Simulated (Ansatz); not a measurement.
W3Se: from a trial structure to a relaxed crystal

Method: DFT r2SCAN, scalar-relativistic, plane waves, PAW (Ansatz 0.2.0). Cutoff 500 eV, Γ-centred k mesh, Gaussian smearing, no spin polarisation in the final step.

The start puts W3Se on the Cu3Au (L1_2) structure type (Pm-3m, No. 221), with Se in place of Au, W in place of Cu, at a guessed volume.

```
W Se
1.0
     4.16953    0.00000    0.00000
     0.00000    4.16953    0.00000
     0.00000    0.00000    4.16953
W Se
3 1
Direct
  0.00000 0.50000 0.50000
  0.50000 0.00000 0.50000
  0.50000 0.50000 0.00000
  0.00000 0.00000 0.00000
```

Cell and atoms relax at zero pressure; the relaxation can't lower the symmetry of the start. After a coarse first stage the cell is made exact in the group found at 0.06 Å.

Formation energies are uncorrected and refer to the elements' standard structures at the same level.

Question: What does it relax into?

Answer: It keeps Pm-3m (No. 221). The result has the Cu3Au (L1_2) structure. Conventional cell: a = 4.014 Å. W has 4 Se at 2.84 Å and 8 W at 2.84 Å; around Se lie 12 W at 2.84 Å.

```cif
data_structure
_symmetry_space_group_name_H-M 'Pm-3m'
_symmetry_Int_Tables_number 221
_cell_length_a 4.0142
_cell_length_b 4.0142
_cell_length_c 4.0142
_cell_angle_alpha 90.000
_cell_angle_beta 90.000
_cell_angle_gamma 90.000
_cell_volume 64.69
loop_
_atom_site_label
_atom_site_type_symbol
_atom_site_symmetry_multiplicity
_atom_site_Wyckoff_symbol
_atom_site_fract_x
_atom_site_fract_y
_atom_site_fract_z
_atom_site_occupancy
W1 W 3 c 0.00000 0.50000 0.50000 1
Se1 Se 1 a 0.00000 0.00000 0.00000 1
```

Question: What are its volume, energy, density and gap?

Answer: The volume per atom is 16.17 Å³ and the density is 16.19 g/cm³. The energy over the elements is 1.07 eV/atom and the gap on the 12×12×12 mesh is 0 eV (a metal).

The final run used a 12×12×12 mesh on its 4-atom cell and 0.10 eV smearing. For metals, differences of a few meV/atom aren't resolved. Spin–orbit coupling is left out. A structure relaxed within its symmetry needn't be a true minimum.

Cost: 3 runs of about 0.92 core-minutes in all, on Intel Xeon 6975P-C (Granite Rapids) (shared hosts).